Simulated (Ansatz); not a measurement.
**Te2Mo (layers cut from the bulk crystal): converging the G0W0 gap**

Wanted: a G0W0 gap for Te2Mo (layers cut from the bulk crystal) that is converged in bands and cutoff, or an estimate of the limit.

Calculated with Ansatz 0.2.0; G0W0 on PBEsol, plane waves, PAW; PAW set soft_1.

## Step 1: Set-up

The cell holds 3 atoms: 2 Te and 1 Mo. Cell: a = 3.444 Å, b = 3.444 Å, c = 30.500 Å, α = 90.0°, β = 90.0°, γ = 120.0°. It derives from Te2Mo. Vacuum lies along c.

The structure was relaxed with PBEsol-D3(BJ). The runs that relaxed it are not among those shown. Spin-orbit coupling is left out unless a step names it. The Coulomb interaction is cut off across the vacuum.

## Step 2: 166 empty bands, screening to 38 eV

G0W0 replaces the xc potential by the self-energy, built once from these orbitals. Only a window of levels is corrected, while the sums run over the empty bands that the input names. This step takes PAW set soft_1 files.

input.yaml reads:

```yaml
crystal:
  lattice:
    - [3.4443672281, 0.0, 0.0]
    - [-1.722183614, 2.9829095195, 0.0]
    - [0.0, 0.0, 30.5]
  atoms:
    - { symbol: Te, position: [0.3333333333, 0.6666666667, 0.4404721639] }
    - { symbol: Mo, position: [0.6666666667, 0.3333333333, 0.5] }
    - { symbol: Te, position: [0.3333333333, 0.6666666667, 0.5595278361] }
  periodic: [true, true, false]
kpoints:
  mp_grid: { grid: [6, 6, 1] }
hamiltonian:
  xc: pbesol
  pseudopotentials: { kind: paw, azcp: { folder: soft_1 }, xc_functional: pbe }
scf:
  occupations: { method: fixed }
gw:
  n_empty_bands: 166
  ecut_chi: 38
  qp_bands: [v2, c2]
  qp_kpoints: band_edges
  screening: { model: contour_deformation }
```

The run is started by

```
> ansatz run input.yaml --threads 2 --pin off --max-ram 73728MiB --backend cuda --events-out ev --progress --plain --runs-dir out --devices 1 --max-vram 13GiB
```

Numbers of over 12 decimals in the logs are rounded to 6 here.

Log:

```text
GPUs: using 1 of 1 available (devices: 1).
Engine: ansatz 0.2.0, x86_64-unknown-linux-gnu
Pseudopotentials: kind: paw
Pseudopotential: Te, paw, valence charge 16, recommended cutoff 420 eV (normal), soft_1/Te.paw.azcp
Pseudopotential: Mo, paw, valence charge 14, recommended cutoff 420 eV (normal), soft_1/Mo.paw.azcp
Functional definition: PBEsol
  exchange = pbesol_x
  correlation = pbesol_c
device memory: the entry about to start is reckoned to put 2.1 GiB on a device that reports 48.1 GiB free (of which the cap on the GPU budget leaves the run 13.0 GiB)
GPU FFT provider: cuFFT
GPU libraries: cuBLAS 13.8.2, cuFFT 12.4.0, cuSOLVER 12.3.4
Crystal: 3 atoms, lattice volume = 313.364 Å³
Basis set: ecut = 420 eV, 6089 PW (Γ)
Bands: 28, of which v1, the nominal top of the filled ones, is band 23 counted from 1 (22 counted from 0)
Symmetry: 12 space group operations
Space group: P-6m2 (ITA 187), of the structure as read, at distance tolerance 6.8e-5 Å
k-points: 7 of 36 (time reversal used)
Non-local potential: Te, projectors of the file, l = 0: 2, l = 1: 2, l = 2: 2, l = 3: 1
Non-local potential: Mo, projectors of the file, l = 0: 3, l = 1: 2, l = 2: 2, l = 3: 1
PAW form: soft (Blöchl's): semilocal exchange-correlation on the pseudo side does not see the compensation charge
PAW frozen core: Te, regenerated for the run's functional, and the local potential with it (the file was generated under x = pbe(κ = 0.804, μ = 0.219515), c = pbe(β = 0.066725))
PAW frozen core: Mo, regenerated for the run's functional, and the local potential with it (the file was generated under x = pbe(κ = 0.804, μ = 0.219515), c = pbe(β = 0.066725))
PAW one-centre angular grid: Te, 590 points (default); XC on 64 Gauss nodes
PAW one-centre angular grid: Mo, 590 points (default); XC on 64 Gauss nodes
Initial density: superposition of atomic densities (neutral atoms: chi_scale 0, normalization atom)
Initial wavefunctions: pseudopotential atomic-orbital guess
GPU buffer pool allocated for 124416 grid points (all kernels)
GPU transforms: local potential and band sums: pruned to the plane-wave sphere, on 24×24×216
Functional: x = pbesol(κ = 0.804, μ = 0.123457), c = pbesol(β = 0.046)
SCF iter   1: F=—  HF=-18702.205843 eV  |F-HF|=—  |Δ(HF+E_count)|=         —  Δρ=2.38e-2  dr2=2.41e0  ethr=3.10e-3  ⟨swp⟩=7.7  Hψ=1012  notcnv=0  defer=19
preconditioner: auto → Resta (q_TF=auto, 1.982 Å⁻¹)  ε∞=2.3  [insulator: Δε(μ)=1.370 eV  Ē_g=7.908 eV  n_scr=18 (ndim 8)  ℏωp=8.9 eV  f_vac=0.739  ε∞_Penn≈2.3  vacuum switching on, ρ_ref=4.5e-3 e/Å³]
SCF iter   2: F=—  HF=-18701.646359 eV  |F-HF|=—  |Δ(HF+E_count)|=   5.59e-1  Δρ=1.12e-2  dr2=1.42e0  ethr=3.10e-3  ⟨swp⟩=4.0  Hψ=443  notcnv=0  defer=16
SCF iter   3: F=—  HF=-18701.572981 eV  |F-HF|=—  |Δ(HF+E_count)|=   7.34e-2  Δρ=1.06e-2  dr2=8.52e-1  ethr=3.09e-3  ⟨swp⟩=3.9  Hψ=309  notcnv=0  defer=20
SCF iter   4: F=—  HF=-18701.470610 eV  |F-HF|=—  |Δ(HF+E_count)|=   1.02e-1  Δρ=3.47e-3  dr2=4.56e-2  ethr=1.85e-3  ⟨swp⟩=2.6  Hψ=290  notcnv=0  defer=18
SCF iter   5: F=—  HF=-18701.472235 eV  |F-HF|=—  |Δ(HF+E_count)|=   1.63e-3  Δρ=1.66e-3  dr2=1.47e-2  ethr=9.92e-5  ⟨swp⟩=4.1  Hψ=437  notcnv=0  defer=21
SCF iter   6: F=—  HF=-18701.470414 eV  |F-HF|=—  |Δ(HF+E_count)|=   1.82e-3  Δρ=7.78e-4  dr2=3.10e-3  ethr=3.21e-5  ⟨swp⟩=3.0  Hψ=279  notcnv=0  defer=21
SCF iter   7: F=—  HF=-18701.469959 eV  |F-HF|=—  |Δ(HF+E_count)|=   4.55e-4  Δρ=2.59e-4  dr2=2.92e-4  ethr=6.74e-6  ⟨swp⟩=2.9  Hψ=280  notcnv=0  defer=21
SCF iter   8: F=—  HF=-18701.469907 eV  |F-HF|=—  |Δ(HF+E_count)|=   5.15e-5  Δρ=1.91e-5  dr2=1.30e-6  ethr=6.34e-7  ⟨swp⟩=3.0  Hψ=334  notcnv=0  defer=21
SCF iter   9: F=—  HF=-18701.469908 eV  |F-HF|=—  |Δ(HF+E_count)|=   9.66e-7  Δρ=1.34e-5  dr2=5.44e-7  ethr=2.82e-9  ⟨swp⟩=4.6  Hψ=523  notcnv=0  defer=20
SCF iter  10: F=—  HF=-18701.469908 eV  |F-HF|=—  |Δ(HF+E_count)|=   3.31e-8  Δρ=9.87e-6  dr2=4.77e-7  ethr=1.18e-9  ⟨swp⟩=2.9  Hψ=362  notcnv=0  defer=20
SCF iter  11: F=-18701.469908 eV  HF=-18701.469908 eV  |F-HF|=3.95e-8  |Δ(HF+E_count)|=   9.03e-8  Δρ=3.11e-6  dr2=4.54e-8  ethr=2.17e-10  ⟨swp⟩=18.0  Hψ=1445  notcnv=0
SCF 1 converged in 11 iterations: F = -18701.469908 eV  dr2 = 4.54e-8
  greatest PAW one-centre occupation: 0.998 electrons in one spin orbital (limit 2), on the Mo atom at site 1 (counted from 0), in its partial waves of l = 0
device memory: the entry about to start is reckoned to put 2.8 GiB on a device that reports 48.5 GiB free (of which the cap on the GPU budget leaves the run 13.0 GiB)
NSCF: frozen V_eff on 7 k-points
the band table was solved once the SCF had ended and its energy, with any forces and stress, was formed, with the checks that follow a solve (1304 applications of the Hamiltonian). They found nothing against the state; the energy, forces and stress were not computed again (output.eigenvalues in the input reference)
device memory: the entry about to start is reckoned to put 3.2 GiB on a device that reports 48.5 GiB free (of which the cap on the GPU budget leaves the run 13.0 GiB)
NSCF: frozen V_eff on 7 k-points
G₀W₀ screening: q 1/7
[... further progress lines ...]
SCF converged after 11 iterations
Free energy (F): -18701.469908 eV
Harris-Foulkes:  -18701.469908 eV  (|F-HF|=3.95e-8)
Internal energy: -18701.469908 eV  (E = F + TS)
E sigma→0 (E₀):  -18701.469908 eV
Fermi energy:    -4.883888 eV
--- Per-component energies (eV) ---
  E_band       = -1361.393710
  E_kinetic    = 770.943784
  E_local      = -111647.024956  (includes V_loc(G=0)·N_el)
  E_nonlocal   = 289.548683
  E_hartree    = 55303.123879
  E_xc         = -419.215830
  E_vxc        = -424.319366  (∫ρ·V_xc dr)
  E_paw        = -12343.724331  (= ΣΔE_a)
  E_vpaw       = -956.804911  (= ΣTr[D̂ρ^β])
  E_aug_tail   = 0.000223  (compensation charges beyond the density's cutoff)
  E_ewald      = 49343.919717
  E_core_change = 0.958922  (= ΣΔE_core)
  E_smearing   = -0.000000  (= −TS)
  E_closure    = 0.000000  (closes the sum)
  Σ components = -18701.469908   (vs F -18701.469908, Δ=0.00e0)
--- Band table (eV; the first three rows and the last of 7) ---
  k-point 0: bands = [... 19 lower, -6.4571, -5.6453, -5.6453, -5.5900, -1.4517 (-1.4517°), -1.4517 (-1.4517°), -1.1558, -1.1558, ... 1 higher]
  k-point 1: bands = [... 19 lower, -6.1186, -6.1149, -5.7205, -5.6155, -2.8108, -2.5074, -1.9308, -1.2178, ... 1 higher]
  k-point 2: bands = [... 19 lower, -6.8612, -6.4915, -5.9757, -5.3580, -3.4009, -2.9336, -2.1076, -1.0162, ... 1 higher]
  k-point 6: bands = [... 19 lower, -8.0625, -7.8255, -6.7354, -4.8839, -3.5645, -3.1098, -2.1077, -0.4674, ... 1 higher]
  ° read free of the cell's end (the report's vacuum.weakly_bound_levels)
--- G₀W₀: contour deformation, 7 samples at zero and on the imaginary axis and 2 off it, 36 q-points, 166 empty bands' worth ---
  eigenvalues of the whole cell's RPA ε∞ on this k-mesh (on a slab, of 1 + 4πα/V) = 1.1999, 5.2930, 5.2930; static W/v taken at q = 0 is 0.393551
  gw.qp_kpoints: band_edges: 7 of 7 stored k-points solved, in 1 pass; an edge of the gap read off the rows below is read off those points alone
    ik  band        ε_KS         Σx   Σc(E_QP)       V_xc       Z   E_QP_lin       E_QP  E_QP is
     0    22     -5.6453   -19.9230     1.2744   -19.2005  0.7143    -5.1017    -5.0935  root
     0    23     -5.5900   -17.7923     1.1891   -16.9368  0.7054    -5.2598    -5.2563  root
     0    24     -1.4517   -12.5629    -3.5447   -17.0093  0.7062    -0.5044    -0.5500  root
     0    25     -1.4517   -12.5629    -3.5447   -17.0093  0.7062    -0.5044    -0.5500  root
     1    22     -5.7205   -16.5729     1.6027   -15.0904  0.7323    -5.6008    -5.6003  root
     1    23     -5.6155   -18.2227     1.2100   -17.3884  0.7041    -5.2441    -5.2398  root
     1    24     -2.8108   -12.4074    -3.3975   -16.6439  0.7158    -1.9264    -1.9717  root
     1    25     -2.5074   -13.2527    -3.4576   -17.6833  0.7258    -1.4765    -1.5344  root
     2    22     -5.9757   -17.8300     1.4159   -16.7441  0.6960    -5.6501    -5.6457  root
     2    23     -5.3580   -18.1998     1.3822   -17.1823  0.7178    -4.9972    -4.9932  root
     2    24     -3.4009   -13.4750    -3.5294   -17.9131  0.7089    -2.4458    -2.4922  root
     2    25     -2.9336   -14.3815    -3.3538   -18.6875  0.7070    -1.9234    -1.9815  root
     3    22     -5.7104   -16.7642     1.3568   -15.6001  0.7153    -5.5189    -5.5176  root
     3    23     -4.9680   -16.7549     1.2985   -15.7038  0.7376    -4.7223    -4.7206  root
     3    24     -3.2331   -16.1326    -3.6388   -20.8557  0.6944    -2.0701    -2.1487  root
     3    25     -2.9965   -14.3435    -3.9978   -19.3037  0.6917    -1.9669    -2.0341  root
     4    22     -5.7295   -16.5620     1.7664   -14.8703  0.7329    -5.6550    -5.6547  root
     4    23     -5.4112   -18.9987     1.3173   -18.1288  0.7039    -4.9698    -4.9638  root
     4    24     -3.6127   -12.8083    -3.1157   -16.7703  0.7211    -2.7327    -2.7666  root
     4    25     -2.8792   -14.0280    -3.6787   -18.6503  0.7015    -1.8760    -1.9356  root
     5    22     -6.4781   -17.5198     2.0943   -15.5425  0.7089    -6.3618    -6.3612  root
     5    23     -5.1468   -17.8160     0.9860   -17.2249  0.7109    -4.7563    -4.7520  root
     5    24     -3.3362   -14.2044    -3.4563   -18.5962  0.7054    -2.3509    -2.4007  root
     5    25     -2.8545   -15.4763    -4.0394   -20.5550  0.6874    -1.7309    -1.8153  root
     6    22     -6.7354   -18.4341     2.2692   -16.3457  0.6929    -6.5563    -6.5546  root
     6    23     -4.8839   -18.1477     0.6816   -17.9327  0.7060    -4.4226    -4.4174  root
     6    24     -3.5645   -15.2622    -3.5353   -19.8207  0.7014    -2.4801    -2.5412  root
     6    25     -3.1098   -12.9089    -3.4153   -17.2427  0.7236    -2.1481    -2.1911  root
```

Run time: 10 s. Hardware: 1 × NVIDIA H100 80GB HBM3 (shared by 6 runs) with 2 threads of AMD EPYC 7R13 (Zen 3), shared host; peak memory 1.3 GiB; 11 s of CPU time.

Numbers from this step:

```yaml
bands_summed: 189
plane_waves_in_the_screening_matrix: 169
q_points_in_the_mesh: 36
g0w0_gap_on_the_mesh: 1.651 eV
k_of_the_valence_top: 0.3333, 0.3333, 0
k_of_the_conduction_bottom: 0.1667, 0.1667, 0
starting_gap_on_the_mesh: 1.271 eV
z_at_the_valence_top: 0.7060
z_at_the_conduction_bottom: 0.7211
least_direct_g0w0_gap_on_the_computed_points: 1.876 eV
```

The gap on the mesh goes from 1.27 eV to 1.65 eV, a correction of +0.38 eV. Between the two edge states, bare exchange in place of the xc potential would open the gap by 4.18 eV, and correlation takes back 3.80 eV.

## Step 3: 416 empty bands, screening to 70 eV

Another rung: the empty bands reach about as high as the screening cutoff, so the two stay in balance.

input.yaml, as its differences from that of step 2:

```diff
@@ -17,5 +17,6 @@
   occupations: { method: fixed }
+  convergence: { dr2_threshold: 1.0e-10 }
 gw:
-  n_empty_bands: 166
-  ecut_chi: 38
+  n_empty_bands: 416
+  ecut_chi: 70.0
   qp_bands: [v2, c2]
```

Log:

```text
GPUs: using 1 of 1 available (devices: 1).
[...]
GPU FFT provider: cuFFT
GPU libraries: cuBLAS 13.8.2, cuFFT 12.4.0, cuSOLVER 12.3.4
Crystal: 3 atoms, lattice volume = 313.364 Å³
Basis set: ecut = 420 eV, 6089 PW (Γ)
Bands: 28, of which v1, the nominal top of the filled ones, is band 23 counted from 1 (22 counted from 0)
[... 1 set-up line as in the run before ...]
[...]
k-points: 7 of 36 (time reversal used)
[...]
GPU buffer pool allocated for 124416 grid points (all kernels)
[...]
SCF iter   1: F=—  HF=-18702.205843 eV  |F-HF|=—  |Δ(HF+E_count)|=         —  Δρ=2.38e-2  dr2=2.41e0  ethr=3.10e-3  ⟨swp⟩=7.7  Hψ=1012  notcnv=0  defer=19
[...]
SCF iter  14: F=-18701.469908 eV  HF=-18701.469908 eV  |F-HF|=2.91e-11  |Δ(HF+E_count)|=  2.18e-11  Δρ=3.36e-8  dr2=3.84e-12  ethr=1.00e-12  ⟨swp⟩=19.0  Hψ=1286  notcnv=0
SCF 1 converged in 14 iterations: F = -18701.469908 eV  dr2 = 3.84e-12
[...]
NSCF: frozen V_eff on 7 k-points
[...]
G₀W₀ screening: q 1/7
[... further progress lines ...]
SCF converged after 14 iterations
Free energy (F): -18701.469908 eV
[...]
Internal energy: -18701.469908 eV  (E = F + TS)
E sigma→0 (E₀):  -18701.469908 eV
Fermi energy:    -4.883841 eV
[...]
--- Band table (eV; the first three rows and the last of 7) ---
  k-point 0: bands = [... 19 lower, -6.4570, -5.6453, -5.6453, -5.5899, -1.4516 (-1.4516°), -1.4516 (-1.4516°), -1.1557, -1.1557, ... 1 higher]
  k-point 1: bands = [... 19 lower, -6.1185, -6.1148, -5.7204, -5.6155, -2.8107, -2.5074, -1.9307, -1.2177, ... 1 higher]
  k-point 2: bands = [... 19 lower, -6.8611, -6.4914, -5.9756, -5.3579, -3.4008, -2.9336, -2.1076, -1.0161, ... 1 higher]
  k-point 6: bands = [... 19 lower, -8.0624, -7.8254, -6.7353, -4.8838, -3.5644, -3.1097, -2.1077, -0.4674, ... 1 higher]
  ° read free of the cell's end (the report's vacuum.weakly_bound_levels)
[...]
bands read: the sum over 439 bands ends inside a degenerate multiplet in 1 slot, whose members it reads at an even weight; the widest, k=0: bands 439 to 440 (counted from 1) at 1/2 each
[...]
0    22     -5.6453   -19.9231     0.9125   -19.2006  0.7073    -5.4564    -5.4553  root
     0    23     -5.5899   -17.7924     0.8980   -16.9369  0.6986    -5.5474    -5.5473  root
     0    24     -1.4516   -12.5629    -3.9051   -17.0093  0.6989    -0.8918    -0.9102  root
     0    25     -1.4516   -12.5629    -3.9051   -17.0093  0.6989    -0.8918    -0.9102  root
     1    22     -5.7204   -16.5728     1.2808   -15.0904  0.7272    -5.9235    -5.9221  root
     1    23     -5.6155   -18.2228     0.9073   -17.3884  0.6970    -5.5426    -5.5425  root
     1    24     -2.8107   -12.4075    -3.7008   -16.6440  0.7090    -2.2592    -2.2750  root
     1    25     -2.5074   -13.2527    -3.7719   -17.6833  0.7196    -1.8270    -1.8487  root
[...]
6    22     -6.7353   -18.4342     1.9551   -16.3458  0.6885    -6.8696    -6.8686  root
     6    23     -4.8838   -18.1479     0.3640   -17.9328  0.6991    -4.7356    -4.7350  root
     6    24     -3.5644   -15.2623    -3.8522   -19.8208  0.6934    -2.8362    -2.8581  root
     6    25     -3.1097   -12.9089    -3.6953   -17.2428  0.7179    -2.4541    -2.4712  root
```

Run time: 17 s. Hardware: 1 × NVIDIA H100 80GB HBM3 (shared by 6 runs) with 2 threads; peak memory 1.7 GiB.

This step gave:

* bands summed: 439
* plane waves in the screening matrix: 431
* q-points in the mesh: 36
* G0W0 gap on the mesh: 1.682 eV
* k of the valence top: 0.3333, 0.3333, 0
* k of the conduction bottom: 0.1667, 0.1667, 0
* starting gap on the mesh: 1.271 eV
* Z at the valence top: 0.6991
* Z at the conduction bottom: 0.7148
* least direct G0W0 gap on the computed points: 1.877 eV

Against the run with 6×6×1 mesh, 166 empty bands, screening to 38 eV, PAW set soft_1 files, the gap moves by +0.03 eV.

## Step 4: The runs together

Times are wall times on 1 × NVIDIA H100 80GB HBM3 (shared by 6 runs) with 2 threads of AMD EPYC 7R13 (Zen 3), shared host, good to a factor of about two.

```
 mesh           files            frequency  bands summed  cutoff (eV)  start (eV)  G0W0 (eV)  time  host memory (GiB)
6×6×1  PAW set soft_1  contour deformation           189           38       1.271      1.651  10 s                1.3
6×6×1  PAW set soft_1  contour deformation           439           70       1.271      1.682  17 s                1.7
```

How the two edges are built up, in eV (the quasiparticle level is the starting level plus Σx plus Σc less Vxc):

```
      run               edge  start      Σx     Σc     Vxc     Z     QP
189 bands        valence top  -4.88  -18.15   0.68  -17.93  0.71  -4.42
189 bands  conduction bottom  -3.61  -12.81  -3.12  -16.77  0.72  -2.77
439 bands        valence top  -4.88  -18.15   0.36  -17.93  0.70  -4.74
439 bands  conduction bottom  -3.61  -12.81  -3.40  -16.77  0.71  -3.05
```

## Step 5: Results

| Property | Result |
| --- | --- |
| 189 bands, 38 eV | 1.651 eV |
| 439 bands, 70 eV | 1.682 eV |
| estimated limit in bands and cutoff | 1.70 eV |
| mesh and start | 6×6×1, PBEsol |

In words: A line in one over the bands through the two rungs gives 1.70 eV, +0.02 eV from the top rung; with two points alone it is an unchecked estimate. The rungs stand 0.05 eV (189 bands) and 0.02 eV (439 bands) from it. From 189 to 439 bands the gap moves by +0.03 eV. Σc changes by −0.32 eV at the valence top and −0.29 eV at the conduction bottom, so the levels themselves move more than the gap between them. The 6×6×1 mesh misses a band edge: over a band path and its finer mesh (run apart) the PBEsol gap is 1.21 eV, so the G0W0 gap over the zone may lie about 0.06 eV below its value on the mesh. The mesh in the plane is coarse for a sheet; gap and any exciton binding can still move on denser ones. The many-body steps are scalar-relativistic: spin-orbit coupling is not in them.

[Paths, hosts, dates, memory and timing lines, banners, echoed tables and standing remarks are left out of the program output.]

[Logs are printed without paths, hosts, clocks, repeated set-up lines and the standing remarks that a program may print on its own settings, such as how far it seeks lower states.]

[Runs of the session that timed out or met a known fault of the program may be left out.]

[Cells called generated may have been cut or substituted from an entry of the Crystallography Open Database or the Materials Project.]

[Hosts, paths, dates, database ids (printed as entryN), source tags and the programs' standing remarks are cut or masked in the printed files.]
